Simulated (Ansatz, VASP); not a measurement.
# One calculation of KMgF3, two programs

Contents of INCAR:

```
PREC     = Accurate       # precision mode
ENCUT    = 520            # plane-wave cutoff, eV
EDIFF    = 1E-7           # SCF threshold, eV
ISMEAR   = -1             # smearing method
SIGMA    = 0.05           # smearing width, eV
LREAL    = False          # projectors in reciprocal space
LASPH    = True           # aspherical terms in the spheres
NELM     = 100            # most SCF steps
ALGO     = Normal         # electronic algorithm
ISIF     = 2              # what is computed and relaxed
LWAVE    = False          # write WAVECAR
LCHARG   = False          # write CHGCAR
GGA      = PE             # functional
NBANDS   = 24             # bands
```

Contents of KPOINTS:

```
Automatic mesh
0
Gamma
  7 7 7
```

POSCAR

```
KMgF3
1.0
    4.0640747489      0.0000000000      0.0000000000
    0.0000000000      4.0640747489      0.0000000000
    0.0000000000      0.0000000000      4.0640747489
K Mg F
1 1 3
Direct
    0.5000000000      0.5000000000      0.5000000000
    0.0000000000      0.0000000000      0.0000000000
    0.0000000000      0.0000000000      0.5000000000
    0.0000000000      0.5000000000      0.0000000000
    0.5000000000      0.0000000000      0.0000000000
```

File input.yaml:

```yaml
crystal:
  lattice:
    - [4.0640747489, 0.0, 0.0]
    - [0.0, 4.0640747489, 0.0]
    - [0.0, 0.0, 4.0640747489]
  atoms:
    - { symbol: K, position: [0.5, 0.5, 0.5] }
    - { symbol: Mg, position: [0.0, 0.0, 0.0] }
    - { symbol: F, position: [0.0, 0.0, 0.5] }
    - { symbol: F, position: [0.0, 0.5, 0.0] }
    - { symbol: F, position: [0.5, 0.0, 0.0] }
hamiltonian:
  xc: pbe
  pseudopotentials: { kind: paw }
kpoints:
  mp_grid: { grid: [7, 7, 7] }
scf:
  occupations: { method: fermi_dirac, width: 0.05 }
output:
  forces: true
  stress: true
  eigenvalues: true
  write_density: true
  write_potential: true
  elf: true
  volumetric_format: npy
```

Change from the starting cell: volume scaled by 1.06.

Alike in both runs: task single point; functional PBE; k mesh 7 × 7 × 7; occupations fermi-dirac, width 0.05 eV; no spin polarisation.

|  | VASP | Ansatz |
| --- | --- | --- |
| version | VASP 6.6.1 | Ansatz 0.2.0 |
| potentials or method | VASP PAW PBE potentials, release 64 (K_sv, Mg, F) | Ansatz PAW |
| plane-wave cutoff (eV) | 520 | 420 |
| valence electrons in the cell | 32 | 40 |

VASP gave:

```
gap on the k mesh at the Fermi level (eV) : 6.91
least direct gap on the mesh (eV)         : 7.20
pressure (GPa)                            : -0.9
```

**Question.** What did Ansatz give for the same quantities?

**Answer.** gap on the k mesh at the Fermi level (eV): 6.94; least direct gap on the mesh (eV): 7.23; pressure (GPa): -0.5.

With one functional, cell and mesh, what is left measures potentials, basis and numerics. The two sets of potentials don't hold the same shells in valence.

Caveats: an odd mesh through Γ misses points on the zone boundary, where band edges often lie (VASP); odd divisions of the mesh miss points on the zone boundary, where band edges often lie, so the gap on the mesh can be too wide (Ansatz); the pressure holds a Pulay correction of +0.5 GPa for the finite cutoff (Ansatz).
